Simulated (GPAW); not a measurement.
Runs of GPAW 26.7.0 on Cu. Symmetry: P6_3/mmc, No. 194, hexagonal system. The conventional cell has a = 2.534 Å, b = 2.534 Å, c = 4.113 Å, α = 90.00°, β = 90.00°, γ = 120.00°. Cu (site symmetry -6m2) is surrounded by 12 Cu at 2.52 to 2.53 Å. This isn't the form of Cu at room conditions, which is fcc.

```csv
task,level,potentials or basis,cell,k mesh,cutoff (eV),optimizer,fmax,max steps,convergence,band path,gap on the mesh (eV),pressure (GPa),V0 of scaled cells (Å³/atom),relaxed volume (Å³/atom),B0 (GPa)
equation of state,PBEsol,"PAW data sets generated in the run's folder for this functional, pw",as given,12 × 12 × 7,600,-,-,-,-,-,-,-,11.49,-,161
relaxation of cell and atoms,PBEsol,"PAW data sets generated in the run's folder for this functional, pw",relaxed,10 × 10 × 6,600,BFGS,0.02 eV/Å,60,density=1e-05 forces=0.0001,-,none,0.0,-,(d),-
relaxation of cell and atoms,PBEsol+D3,"PAW data sets generated in the run's folder for this functional, pw",relaxed,10 × 10 × 6,600,BFGS,0.02 eV/Å,60,density=1e-05 forces=0.0001,-,none,0.0,-,(a),-
relaxation of cell and atoms,PBEsol+D4,"PAW data sets generated in the run's folder for this functional, pw",relaxed,10 × 10 × 6,600,BFGS,0.02 eV/Å,60,density=1e-05 forces=0.0001,-,none,0.1,-,11.19,-
relaxation of cell and atoms,PBEsol+D3(BJ)+ATM,"PAW data sets generated in the run's folder for this functional, pw",relaxed,10 × 10 × 6,600,BFGS,0.02 eV/Å,60,density=1e-05 forces=0.0001,-,none,0.2,-,11.10,-
band structure,LDA,"the program's PAW data sets (release 1.2.1) made for this functional, pw",as given,10 × 10 × 5,600,-,-,-,-,"GMKGALHA,LM,KH",-,-6.4,-,-,-
relaxation of cell and atoms,PBEsol+D3(BJ),"PAW data sets generated in the run's folder for this functional, pw",relaxed,10 × 10 × 6,600,BFGS,0.02 eV/Å,60,density=1e-05 forces=0.0001,-,none,0.0,-,10.97,-
band structure,PBEsol,"PAW data sets generated in the run's folder for this functional, pw",as given,10 × 10 × 5,600,-,-,-,-,"GMKGALHA,LM,KH",-,(c),-,-,-
single point,PBEsol,"PAW data sets generated in the run's folder for this functional, pw",as given,12 × 12 × 7,600,-,-,-,-,-,none,0.6,-,-,-
optical spectrum,LDA,"the program's PAW data sets (release 1.2.1) made for this functional, pw",as given,10 × 10 × 5,500,-,-,-,-,-,none,-,-,-,-
equation of state,LDA,"the program's PAW data sets (release 1.2.1) made for this functional, pw",as given,10 × 10 × 5,600,-,-,-,-,-,-,-,11.02,-,(b)
```

Alike in all rows: no spin polarisation; smearing fermi-dirac 0.05 eV.

Estimate the missing entries.

(a) 11.00; (b) 182; (c) 0.8; (d) 11.48.

Caveats: later steps reuse the first step's grids (some runs); pairwise dispersion overbinds metals, which lowers pressure and volume (some runs); the cell was scaled at fixed shape and fractional positions, which overstates the stiffness of a crystal with free parameters, most of all of layers and chains (some runs); the intraband term hangs on this k mesh (some runs); the long-wavelength limit can be off by several per cent where d states take part (some runs).

A k mesh can miss the band edges.

A gap of «none» marks a metal or a gap under the smearing width.

Not every run made on this cell is shown here.
